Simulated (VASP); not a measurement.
# Si (Fm-3m) in VASP: further runs, part 2 of 2

VASP 6.6.1.

## Step 4: Relaxation of the atoms, PBE (a relaxed cell with its volume scaled by 0.98)

INCAR

```
SYSTEM = Si
ALGO = Fast ; EDIFF = 1E-7
EDIFFG = -0.01 ; ENCUT = 600
GGA = PE ; IBRION = 2
ISIF = 2 ; ISMEAR = 1
LASPH = .TRUE. ; LCHARG = .FALSE.
LREAL = .FALSE. ; LWAVE = .FALSE.
NELM = 80 ; NSW = 40
PREC = Accurate ; SIGMA = 0.1
```

KPOINTS

```
k-points
0
G
  16 16 16
  0 0 0
```

POSCAR

```
Si                                      
1.0
    0.0000000000      1.9181905255      1.9181905255
    1.9181905255      0.0000000000      1.9181905255
    1.9181905255      1.9181905255      0.0000000000
  Si            
     1
Direct
     0.0000000000000000    0.0000000000000000    0.0000000000000000
```

Potentials or basis: VASP PAW PBE potentials, release 64 (Si).

The run is started by

```sh
$ cat potpaw_PBE.64/Si/POTCAR > POTCAR
$ mpirun -np 1 vasp_std > vasp.out
```

OUTCAR:

```text
SYSTEM = Si
   EDIFF = 1E-7
   EDIFFG = -0.01
   ENCUT = 600
   GGA = PE
   IBRION = 2
   ISIF = 2
   ISMEAR = 1
   LASPH = .TRUE.
   LREAL = .FALSE.
   NELM = 80
   NSW = 40
   PREC = Accurate

 ion  position               nearest neighbor table
   1  0.000  0.000  0.000-

  LATTYP: Found a face centered cubic cell.
 ALAT       =     3.8363810510

  Lattice vectors:

 A1 = (   0.0000000000,   1.9181905255,   1.9181905255)
 A2 = (   1.9181905255,   0.0000000000,   1.9181905255)
 A3 = (   1.9181905255,   1.9181905255,   0.0000000000)

Analysis of symmetry for initial positions (statically):
=====================================================================
 Subroutine PRICEL returns:
 Original cell was already a primitive cell.

 Routine SETGRP: Setting up the symmetry group for a
 face centered cubic supercell.

 Subroutine GETGRP returns: Found 48 space group operations
 (whereof 48 operations were pure point group operations)
 out of a pool of 48 trial point group operations.

The static configuration has the point symmetry O_h .

Analysis of symmetry for dynamics (positions and initial velocities):
=====================================================================
 Subroutine PRICEL returns:
 Original cell was already a primitive cell.

 Routine SETGRP: Setting up the symmetry group for a
 face centered cubic supercell.

 Subroutine GETGRP returns: Found 48 space group operations
 (whereof 48 operations were pure point group operations)
 out of a pool of 48 trial point group operations.

The dynamic configuration has the point symmetry O_h .

 Subroutine INISYM returns: Found 48 space group operations
 (whereof 48 operations are pure point group operations),
 and found     1 'primitive' translations

----------------------------------------------------------------------------------------

                                     Primitive cell

  volume of cell :      14.1158

  direct lattice vectors                    reciprocal lattice vectors
     0.000000000  1.918190526  1.918190526    -0.260662324  0.260662324  0.260662324
     1.918190526  0.000000000  1.918190526     0.260662324 -0.260662324  0.260662324
     1.918190526  1.918190526  0.000000000     0.260662324  0.260662324 -0.260662324

  length of vectors
     2.712731056  2.712731056  2.712731056     0.451480389  0.451480389  0.451480389

  position of ions in fractional coordinates (direct lattice)
     0.000000000  0.000000000  0.000000000

  ion indices of the primitive-cell ions
   primitive index   ion index
                 1           1

----------------------------------------------------------------------------------------

 KPOINTS: k-points

Automatic generation of k-mesh.
 Grid dimensions read from file:
 generate k-points for:   16   16   16

 Generating k-lattice:

  Cartesian coordinates                     Fractional coordinates (reciprocal lattice)
    -0.016291395  0.016291395  0.016291395     0.062500000  0.000000000  0.000000000
     0.016291395 -0.016291395  0.016291395     0.000000000  0.062500000  0.000000000
     0.016291395  0.016291395 -0.016291395     0.000000000  0.000000000  0.062500000

  Length of vectors
     0.028217524  0.028217524  0.028217524

  Shift w.r.t. Gamma in fractional coordinates (k-lattice)
     0.000000000  0.000000000  0.000000000

 Subroutine IBZKPT returns following result:
 ===========================================

 Found    145 irreducible k-points:

 Following reciprocal coordinates:
            Coordinates               Weight
  0.000000  0.000000  0.000000      1.000000
  0.062500  0.000000  0.000000      8.000000
  0.125000  0.000000  0.000000      8.000000
  0.187500  0.000000  0.000000      8.000000
  0.250000  0.000000  0.000000      8.000000
  0.312500  0.000000  0.000000      8.000000
[... 16 lines left out ...]
 -0.125000  0.062500  0.000000     24.000000
 -0.062500  0.062500  0.000000     12.000000
 [... further k-points ...]
   k-points           NKPTS =    145   k-points in BZ     NKDIM =    145   number of bands    NBANDS=      6
   number of dos      NEDOS =    301   number of ions     NIONS =      1
   total plane-waves  NPLWV =  13824
   dimension x,y,z NGX =    24 NGY =   24 NGZ =   24
   dimension x,y,z NGXF=    48 NGYF=   48 NGZF=   48
   ions per type =               1
   NGX,Y,Z   is equivalent  to a cutoff of  14.71, 14.71, 14.71 a.u.
   NGXF,Y,Z  is equivalent  to a cutoff of  29.42, 29.42, 29.42 a.u.
 SYSTEM =  Si
   PREC   = accura    normal or accurate (medium, high low for compatibility)
   ISTART =      0    job   : 0-new  1-cont  2-samecut
   ICHARG =      2    charge: 1-file 2-atom 10-const
   ISPIN  =      1    spin polarized calculation?
   LNONCOLLINEAR =      F non collinear calculations
   LSORBIT =      F    spin-orbit coupling
   LASPH  =      T    aspherical Exc in radial PAW
   ENCUT  =  600.0 eV  44.10 Ry    6.64 a.u.   5.42  5.42  5.42*2*pi/ulx,y,z
   NELM   =     80;   NELMIN=  2; NELMDL= -5     # of ELM steps
   EDIFF  = 0.1E-06   stopping-criterion for ELM
   LREAL  =      F    real-space projection
   EDIFFG = -.1E-01   stopping-criterion for IOM
   NSW    =     40    number of steps for IOM
   IBRION =      2    ionic relax: 0-MD 1-quasi-New 2-CG
   NFREE  =      1    steps in history (QN), initial steepest desc. (CG)
   ISIF   =      2    stress and relaxation
   ISYM   =      2    0-nonsym 1-usesym 2-fastsym
   POTIM  = 0.5000    time-step for ionic-motion
   TEBEG  =    0.0;   TEEND  =   0.0 temperature during run
   PSTRESS=    0.0 pullay stress
   NELECT =       4.0000    total number of electrons
   NUPDOWN=      -1.0000    fix difference up-down
   EMIN   =  10.00;   EMAX   =-10.00  energy-range for DOS
   EFERMI =   0.00;   METHOD = LEGACY
   ISMEAR =     1;   SIGMA  =   0.10  broadening in eV -4-tet -1-fermi 0-gaus
   EFERMI_NEDOS =   21; number of points for ismear=-14 and -15
   IALGO  =     68    algorithm
   IMIX   =      4    mixing-type and parameters
     AMIX     =   0.40;   BMIX     =  1.00
     AMIX_MAG =   1.60;   BMIX_MAG =  1.00
  volume/ion in A,a.u.               =      14.12        95.26
  Fermi-wavevector in a.u.,A,eV,Ry     =   1.075292  2.032007 15.731776  1.156253
  Thomas-Fermi vector in A             =   2.211144
   LORBIT       =      0    0 simple, 1 ext, 2 COOP (PROOUT), +10 PAW based schemes
   GGA     = PE    functional components
   LHFCALC =     F    Hartree Fock is set to
   AEXX    =    0.0000 exact exchange contribution
   IVDW    =     0    specifies the selected vdW correction
   LEPSILON=     F    determine dielectric tensor
   LRPA    =     F    only Hartree local field effects (RPA)
 conjugate gradient relaxation of ions
 non-spin polarized calculation
 RMM-DIIS sequential band-by-band and
 Methfessel and Paxton  Order N= 1 SIGMA  =   0.10
  energy-cutoff  :      600.00
  volume of cell :       14.12
 maximum number of plane-waves:       495
 NGX is ok and might be reduce to    24
   NGX = 11   NGY = 11   NGZ = 11

 number of electron       4.0000000 magnetization

 Free energy of the ion-electron system (eV)
  ---------------------------------------------------
  ext. energy  EPLUGINS =         0.00000000
  ---------------------------------------------------
  free energy    TOTEN  =        -4.88239497 eV

  energy without entropy =       -4.88264457  energy(sigma->0) =       -4.88247817

 E-fermi :  10.5276     XC(G=0): -11.2958

 val. band max:       10.5274131662   @ k =   0.5000   0.3750   0.0000
 cond. band min:      10.5309630025   @ k =  -0.2500   0.1250   0.0000
 fundamental gap:      0.0035498363
 Fermi energy:        10.5275650887

 k-point     1 :       0.0000    0.0000    0.0000
  band No.  band energies     occupation
      1      -4.1849      2.00000
      2      21.9436      0.00000
      3      21.9436      0.00000
      4      21.9438      0.00000
      5      22.5256      0.00000
      6      22.5256      0.00000

 k-point     2 :       0.0625    0.0000    0.0000
  band No.  band energies     occupation
      1      -4.0691      2.00000
      2      19.8334      0.00000
      3      21.2469      0.00000
      4      21.2469      0.00000
      5      23.3670      0.00000
      6      23.3671      0.00000
[... 190 lines left out ...]
 k-point    24 :      -0.0625    0.0625    0.0000
  band No.  band energies     occupation
      1      -3.8764      2.00000
      2      18.8577      0.00000
      3      19.1389      0.00000
      4      22.0249      0.00000
      5      22.8242      0.00000
      6      24.0570      0.00000

 [... further k-points ...]

------------------------ aborting loop because EDIFF is reached ----------------------------------------

  FORCE on cell =-STRESS in cart. coord.  units (eV):
  Direction    XX          YY          ZZ          XY          YZ          ZX
  --------------------------------------------------------------------------------------
  -------------------------------------------------------------------------------------
  Total        0.1686271      0.1686271      0.1686271     -0.0000000     -0.0000000     -0.0000000
  in kB       19.1395980     19.1395980     19.1395980     -0.0000000     -0.0000000     -0.0000000
  external PRESSURE =      19.1395980 kB  Pullay stress =       0.0000000 kB

 VOLUME and BASIS-vectors are now :
 -----------------------------------------------------------------------------
  energy-cutoff  :      600.00
  volume of cell :       14.12
      direct lattice vectors                 reciprocal lattice vectors
     0.000000000  1.918190526  1.918190526    -0.260662324  0.260662324  0.260662324
     1.918190526  0.000000000  1.918190526     0.260662324 -0.260662324  0.260662324
     1.918190526  1.918190526  0.000000000     0.260662324  0.260662324 -0.260662324

 POSITION                                       TOTAL-FORCE (eV/Angst)
 -----------------------------------------------------------------------------------
      0.00000      0.00000      0.00000         0.000000      0.000000      0.000000
 -----------------------------------------------------------------------------------
    total drift:                                0.000000      0.000000      0.000000

  FREE ENERGIE OF THE ION-ELECTRON SYSTEM (eV)
  ---------------------------------------------------
  free  energy   TOTEN  =        -4.8823949654 eV

  energy  without entropy=       -4.8826445748  energy(sigma->0) =       -4.88247817

 reached required accuracy - stopping structural energy minimisation
```

OSZICAR:

```text
N       E                     dE             d eps       ncg     rms          rms(c)
DAV:   1    -0.676610365311E+00   -0.67661E+00   -0.19844E+03  1830   0.584E+02
DAV:   2    -0.485770417567E+01   -0.41811E+01   -0.39559E+01  2460   0.462E+01
DAV:   3    -0.490360690973E+01   -0.45903E-01   -0.39309E-01  2136   0.485E+00
DAV:   4    -0.490372014309E+01   -0.11323E-03   -0.11324E-03  2442   0.228E-01
DAV:   5    -0.490372038474E+01   -0.24165E-06   -0.24196E-06  2190   0.645E-03    0.278E+00
RMM:   6    -0.489021081502E+01    0.13510E-01   -0.27947E-03  1740   0.359E-01    0.157E+00
RMM:   7    -0.488238384118E+01    0.78270E-02   -0.66811E-03  1740   0.569E-01    0.130E-01
RMM:   8    -0.488239463386E+01   -0.10793E-04   -0.34240E-04  1740   0.195E-01    0.365E-02
RMM:   9    -0.488239723475E+01   -0.26009E-05   -0.35669E-05  1740   0.622E-02    0.152E-02
RMM:  10    -0.488239595524E+01    0.12795E-05   -0.42434E-06  1740   0.225E-02    0.676E-03
RMM:  11    -0.488239478155E+01    0.11737E-05   -0.53535E-07  1728   0.643E-03    0.228E-03
RMM:  12    -0.488239499417E+01   -0.21261E-06   -0.65222E-08  1308   0.285E-03    0.228E-03
RMM:  13    -0.488239496535E+01    0.28816E-07   -0.90886E-09  1169   0.108E-03
   1 F= -.48823950E+01 E0= -.48824782E+01  d E =-.488239E+01
```

CONTCAR:

```text
Si
   1.00000000000000
     0.0000000000000000    1.9181905255000000    1.9181905255000000
     1.9181905255000000    0.0000000000000000    1.9181905255000000
     1.9181905255000000    1.9181905255000000    0.0000000000000000
  Si
     1
Direct
     0.0000000000000000    0.0000000000000000    0.0000000000000000

  0.00000000E+00  0.00000000E+00  0.00000000E+00
```

Run time: 6.3 s. Hardware: 1 thread of Intel Xeon 6975P-C (Granite Rapids), shared host; peak memory 0.14 GiB.

What came out:

* Free energy: -4.8824 eV
* Pressure after relaxing: 1.9 GPa
* Band gap on the k mesh: none (metal or under the smearing width)

Final structure:
```
CELL_PARAMETERS angstrom
0.00000 1.91819 1.91819
1.91819 0.00000 1.91819
1.91819 1.91819 0.00000
ATOMIC_POSITIONS crystal
Si 0.00000 0.00000 0.00000
```

Levels at points of the mesh, in eV from the Fermi level:
```csv
k point,band 1,band 2,band 3,band 4,band 5,band 6
"(0.00, 0.00, 0.00)",-14.71,11.42,11.42,11.42,12.00,12.00
"(0.50, 0.00, 0.00)",-7.71,-7.14,8.76,8.76,10.90,10.90
"(0.50, 0.50, 0.00)",-5.50,-4.55,3.24,3.24,4.33,6.93
```

Caveat: the relaxation stopped at its first step, so nothing moved.

## Step 5: The runs side by side

```csv
cell,gap on the mesh (eV),pressure (GPa)
atoms relaxed from: a relaxed cell with its volume scaled by 0.94,none,6.4
atoms relaxed from: a relaxed cell with its volume scaled by 0.96,none,4.1
atoms relaxed from: a relaxed cell with its volume scaled by 0.98,none,1.9
```

Alike in all rows: task relaxation of the atoms; level PBE; potentials or basis VASP PAW PBE potentials, release 64 (Si); no spin polarisation; k mesh 16 × 16 × 16; cutoff (eV) 600; smearing methfessel-paxton 0.1 eV.

Caveats: the relaxation stopped at its first step, so nothing moved.

Total energies depend on the potentials used, so only differences within one code and one set of settings carry meaning.
